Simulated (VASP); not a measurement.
# Zn (P6_3/mmc) in VASP: a series of runs

Runs on Zn. Level: LDA. Tasks: relaxation of cell and atoms.

Everything below comes from runs of VASP 6.6.1. Logs are shortened: lines on timing, memory, paths and dates and some standing lists are left out, and cuts for length are marked.

## (1) The structure

The structure is hexagonal, space group P6_3/mmc (No. 194). The conventional cell has a = 2.670 Å, b = 2.670 Å, c = 4.966 Å, α = 90.00°, β = 90.00°, γ = 120.00°. Zn (site symmetry -6m2) has 12 Zn at 2.67 to 2.92 Å as nearest neighbours.

## (2) Relaxation of cell and atoms, LDA

File INCAR:

```
SYSTEM = Zn
PREC = Accurate ; ENCUT = 600
EDIFF = 1E-6 ; ISMEAR = 1
SIGMA = 0.1 ; LREAL = .FALSE.
LASPH = .TRUE. ; NELM = 80
ALGO = Normal ; ISIF = 3
LWAVE = .FALSE. ; LCHARG = .FALSE.
IBRION = 2 ; NSW = 90
EDIFFG = -0.01
```

File KPOINTS:

```
Automatic mesh
0
G
  21 21 9
  0 0 0
```

File POSCAR:

```
Zn
1.0
    2.6700000000      0.0000000000      0.0000000000
   -1.3350000000      2.3122878281      0.0000000000
    0.0000000000      0.0000000000      4.9660000000
Zn
2
Direct
    0.3333333333      0.6666666667      0.2500000000
    0.6666666667      0.3333333333      0.7500000000
```

Potentials or basis: VASP PAW LDA potentials, release 64 (Zn).

The run is started by

```
$ cat potpaw_LDA.64/Zn/POTCAR > POTCAR
$ mpirun -np 1 vasp_std > vasp.out
```

OUTCAR:

```text
SYSTEM = Zn
   PREC = Accurate
   ENCUT = 600
   EDIFF = 1E-6
   ISMEAR = 1
   LREAL = .FALSE.
   LASPH = .TRUE.
   NELM = 80
   ISIF = 3
   IBRION = 2
   NSW = 90
   EDIFFG = -0.01

 ion  position               nearest neighbor table
   1  0.333  0.667  0.250-   2 2.92   2 2.92   2 2.92   2 2.92   2 2.92   2 2.92
   2  0.667  0.333  0.750-   1 2.92   1 2.92   1 2.92   1 2.92   1 2.92   1 2.92

  LATTYP: Found a hexagonal cell.
 ALAT       =     2.6700000000
 C/A-ratio  =     1.8599250936

  Lattice vectors:

 A1 = (   2.6700000000,   0.0000000000,   0.0000000000)
 A2 = (  -1.3350000000,   2.3122878281,   0.0000000000)
 A3 = (   0.0000000000,   0.0000000000,   4.9660000000)

Analysis of symmetry for initial positions (statically):
=====================================================================
 Subroutine PRICEL returns:
 Original cell was already a primitive cell.

 Routine SETGRP: Setting up the symmetry group for a
 hexagonal supercell.

 Subroutine GETGRP returns: Found 24 space group operations
 (whereof 12 operations were pure point group operations)
 out of a pool of 24 trial point group operations.

The static configuration has the point symmetry D_3d.
 The point group associated with its full space group is D_6h.

Analysis of symmetry for dynamics (positions and initial velocities):
=====================================================================
 Subroutine PRICEL returns:
 Original cell was already a primitive cell.

 Routine SETGRP: Setting up the symmetry group for a
 hexagonal supercell.

 Subroutine GETGRP returns: Found 24 space group operations
 (whereof 12 operations were pure point group operations)
 out of a pool of 24 trial point group operations.

The dynamic configuration has the point symmetry D_3d.
 The point group associated with its full space group is D_6h.

 Subroutine INISYM returns: Found 24 space group operations
 (whereof 12 operations are pure point group operations),
 and found     1 'primitive' translations

----------------------------------------------------------------------------------------

                                     Primitive cell

  volume of cell :      30.6591

  direct lattice vectors                    reciprocal lattice vectors
     2.670000000  0.000000000  0.000000000     0.374531835  0.216236056  0.000000000
    -1.335000000  2.312287828  0.000000000     0.000000000  0.432472112  0.000000000
[... 113 lines left out ...]
   IVDW    =     0    specifies the selected vdW correction
   LEPSILON=     F    determine dielectric tensor
   LRPA    =     F    only Hartree local field effects (RPA)
 conjugate gradient relaxation of ions
 non-spin polarized calculation
 Methfessel and Paxton  Order N= 1 SIGMA  =   0.10
  energy-cutoff  :      600.00
  volume of cell :       30.66
 maximum number of plane-waves:      1064
 NGX is ok and might be reduce to    24
   NGX = 11   NGY = 11   NGZ = 19

--------------------------------------- Ionic step        1  -------------------------------------------

 number of electron      24.0000003 magnetization

 Free energy of the ion-electron system (eV)
  ---------------------------------------------------
  ext. energy  EPLUGINS =         0.00000000
  ---------------------------------------------------
  free energy    TOTEN  =        -3.64690011 eV

  energy without entropy =       -3.64649358  energy(sigma->0) =       -3.64676460

------------------------ aborting loop because EDIFF is reached ----------------------------------------

  FORCE on cell =-STRESS in cart. coord.  units (eV):
  Direction    XX          YY          ZZ          XY          YZ          ZX
  --------------------------------------------------------------------------------------
  -------------------------------------------------------------------------------------
  Total       -2.0098553     -2.0098553     -1.1147547      0.0000000      0.0000000      0.0000000
  in kB     -105.0305190   -105.0305190    -58.2545730      0.0000000      0.0000000      0.0000000
  external PRESSURE =     -89.4385370 kB  Pullay stress =       0.0000000 kB
[... 89 lines left out ...]
  FREE ENERGIE OF THE ION-ELECTRON SYSTEM (eV)
  ---------------------------------------------------
  free  energy   TOTEN  =        -3.7516662190 eV

  energy  without entropy=       -3.7512448296  energy(sigma->0) =       -3.75152576

[... ionic steps 4 to 7 ...]

--------------------------------------- Ionic step        8  -------------------------------------------

 number of electron      23.9999978 magnetization

------------------------ aborting loop because EDIFF is reached ----------------------------------------
[... 67 lines left out ...]
--------------------------------------- Ionic step       10  -------------------------------------------

 number of electron      23.9999983 magnetization

 Free energy of the ion-electron system (eV)
  ---------------------------------------------------
  ext. energy  EPLUGINS =         0.00000000
  ---------------------------------------------------
  free energy    TOTEN  =        -3.75221683 eV

  energy without entropy =       -3.75186567  energy(sigma->0) =       -3.75209978

 E-fermi :   3.6786     XC(G=0): -12.4543

 val. band max:        3.6677628756   @ k =   0.2381   0.1905   0.0000
 cond. band min:       3.6871773037   @ k =   0.2381   0.2381   0.1111
 fundamental gap:      0.0194144281
 Fermi energy:         3.6785682262

 k-point     1 :       0.0000    0.0000    0.0000
  band No.  band energies     occupation
      1      -7.5989      2.00000
      2      -5.5387      2.00000
      3      -4.6765      2.00000
      4      -4.3848      2.00000
      5      -4.3848      2.00000
      6      -4.3256      2.00000
[... 433 lines left out ...]
      3      -4.6084      2.00000
      4      -4.5376      2.00000
      5      -4.5017      2.00000
      6      -4.2805      2.00000
[... 8 lines left out ...]
     15      14.4896      0.00000
     16      17.7727      0.00000

 [... further k-points ...]

------------------------ aborting loop because EDIFF is reached ----------------------------------------

  FORCE on cell =-STRESS in cart. coord.  units (eV):
  Direction    XX          YY          ZZ          XY          YZ          ZX
  --------------------------------------------------------------------------------------
  -------------------------------------------------------------------------------------
  Total       -0.0137767     -0.0137767      0.0061108      0.0000000      0.0000000      0.0000000
  in kB       -0.8061973     -0.8061973      0.3575998      0.0000000      0.0000000      0.0000000
  external PRESSURE =      -0.4182649 kB  Pullay stress =       0.0000000 kB
[... 17 lines left out ...]
  FREE ENERGIE OF THE ION-ELECTRON SYSTEM (eV)
  ---------------------------------------------------
  free  energy   TOTEN  =        -3.7522168317 eV

  energy  without entropy=       -3.7518656684  energy(sigma->0) =       -3.75209978

 reached required accuracy - stopping structural energy minimisation
```

CONTCAR:

```text
Zn
   1.00000000000000
     2.5654843393084956    0.0000000000000000   -0.0000000000000000
    -1.2827421696542478    2.2217746108483696    0.0000000000000000
    -0.0000000000000000   -0.0000000000000000    4.8033445524201195
  Zn
     2
Direct
     0.3333333332999970    0.6666666667000030    0.2500000000000000
     0.6666666667000030    0.3333333332999970    0.7500000000000000

  0.00000000E+00  0.00000000E+00  0.00000000E+00
  0.00000000E+00  0.00000000E+00  0.00000000E+00
```

It took 3.2 min on 1 thread of Intel Xeon 6975P-C (Granite Rapids), shared host; peak memory 0.25 GiB.

Results:

```yaml
Free_energy: -3.7522 eV
Relaxed_volume: 13.69 Å³/atom
Relaxed_cell: a = 2.565 Å, b = 2.565 Å, c = 4.803 Å, α = 90.00°, β = 90.00°, γ = 120.00°
Space_group_after_relaxing_to_0.05_Å: P6_3/mmc (No. 194)
Energy_gained_by_relaxing: 52.7 meV/atom
Ionic_steps: 10
Pressure_after_relaxing: 0.0 GPa
Band_gap_on_the_k_mesh: none (metal or under the smearing width)
```

Stress tensor (GPa, compression positive):
```
-0.08  0.00  0.00
 0.00 -0.08  0.00
 0.00  0.00  0.04
```

The path:
| step | energy change (eV) | largest force (eV/Å) | pressure (GPa) | volume (Å³) |
| --- | --- | --- | --- | --- |
| 1 | 0.0000 | 0.0000 | -8.94 | 30.66 |
| 2 | -0.1011 | 0.0000 | 2.09 | 27.01 |
| 3 | -0.1048 | 0.0000 | -0.13 | 27.52 |
| 4 | -0.1047 | 0.0000 | 0.19 | 27.46 |
| 5 | -0.1050 | 0.0000 | -0.12 | 27.52 |
| 6 | -0.1051 | 0.0000 | -0.62 | 27.55 |
| 7 | -0.1051 | 0.0000 | -0.20 | 27.54 |
| 8 | -0.1051 | 0.0000 | -0.37 | 27.54 |
| 9 | -0.1053 | 0.0000 | -0.21 | 27.45 |
| 10 | -0.1053 | 0.0000 | -0.04 | 27.38 |

Final structure:
```
CELL_PARAMETERS angstrom
2.56548 0.00000 0.00000
-1.28274 2.22177 0.00000
0.00000 0.00000 4.80334
ATOMIC_POSITIONS crystal
Zn 0.33333 0.66667 0.25000
Zn 0.66667 0.33333 0.75000
```

Levels at points of the mesh, in eV from the Fermi level:
| k point | band 8 | band 9 | band 10 | band 11 | band 12 | band 13 | band 14 | band 15 | band 16 |
| --- | --- | --- | --- | --- | --- | --- | --- | --- | --- |
| (0.00, 0.00, 0.00) | -7.59 | -7.59 | -7.34 | -7.34 | -4.19 | -3.11 | 14.21 | 18.19 | 18.91 |

Caveat: the volume moved by -11 % from the deposited cell, more than functionals usually miss. LDA usually gives volumes a few per cent too small.

## (3) Relaxation of cell and atoms, LDA

This run uses another cell than the first one, of 13.69 Å³/atom, 0.893 times its volume.

File INCAR:

```
SYSTEM = Zn
PREC = Accurate ; ENCUT = 600
EDIFF = 1E-7 ; ISMEAR = 1
SIGMA = 0.1 ; LREAL = .FALSE.
LASPH = .TRUE. ; NELM = 80
ALGO = Normal ; ISIF = 3
LWAVE = .FALSE. ; LCHARG = .FALSE.
IBRION = 2 ; NSW = 90
EDIFFG = -0.005
```

KPOINTS is that of step 2.

File POSCAR:

```
Zn                                      
1.0
    2.5654843393      0.0000000000     -0.0000000000
   -1.2827421697      2.2217746108      0.0000000000
   -0.0000000000     -0.0000000000      4.8033445524
  Zn            
     2
Direct
     0.3333333332999970    0.6666666667000030    0.2500000000000000
     0.6666666667000030    0.3333333332999970    0.7500000000000000
```

Potentials or basis: VASP PAW LDA potentials, release 64 (Zn).

The run is started by

```
$ cat potpaw_LDA.64/Zn/POTCAR > POTCAR
$ mpirun -np 1 vasp_std > vasp.out
```

It took 62 s on 1 thread of Intel Xeon 6975P-C (Granite Rapids), shared host; peak memory 0.22 GiB.

Results (log left out):

| Item | Value |
| --- | --- |
| Free energy | -3.7507 eV |
| Relaxed volume | 13.69 Å³/atom |
| Relaxed cell | a = 2.565 Å, b = 2.565 Å, c = 4.806 Å, α = 90.00°, β = 90.00°, γ = 120.00° |
| Space group after relaxing (to 0.05 Å) | P6_3/mmc (No. 194) |
| Energy gained by relaxing | 0.0 meV/atom |
| Ionic steps | 3 |
| Pressure after relaxing | 0.0 GPa |
| Band gap on the k mesh | none (metal or under the smearing width) |

Final structure:
```yaml
crystal:
  lattice:
    - [2.56520, 0.00000, 0.00000]
    - [-1.28260, 2.22153, 0.00000]
    - [0.00000, 0.00000, 4.80596]
  atoms:
    - { symbol: Zn, position: [0.33333, 0.66667, 0.25000] }
    - { symbol: Zn, position: [0.66667, 0.33333, 0.75000] }
```

Levels at points of the mesh, in eV from the Fermi level:
| k point | band 8 | band 9 | band 10 | band 11 | band 12 | band 13 | band 14 | band 15 | band 16 |
| --- | --- | --- | --- | --- | --- | --- | --- | --- | --- |
| (0.00, 0.00, 0.00) | -7.58 | -7.58 | -7.34 | -7.34 | -4.19 | -3.11 | 14.19 | 18.17 | 18.92 |
